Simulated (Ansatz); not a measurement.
Crystal: TaN.

```
Ta N
1.0
     0.00000    2.21132    2.21132
     2.21132    0.00000    2.21132
     2.21132    2.21132    0.00000
Ta N
1 1
Cartesian
  2.2113 2.2113 2.2113
  0.0000 0.0000 0.0000
```

The cell comes from a database or a generator and needn't be the stable form of this composition.

Base run:

| Item | Value |
| --- | --- |
| Program | Ansatz 0.2.0 |
| Functional | BLYP |
| Potentials or basis | all-electron LAPW, scalar-relativistic |
| Cutoff | 355 eV (chosen from the basis error) |
| Basis error allowed | 0.001 eV/atom |
| k mesh | 10 × 10 × 10 |
| Occupations | fermi-dirac, width 0.05 eV |
| Spin | no spin polarisation |

Its results: pressure 10.4 GPa.

Question: The run is repeated on the same cell with these changes: functional from BLYP to revPBE. What comes out?

Answer: Pressure 2.2 GPa.
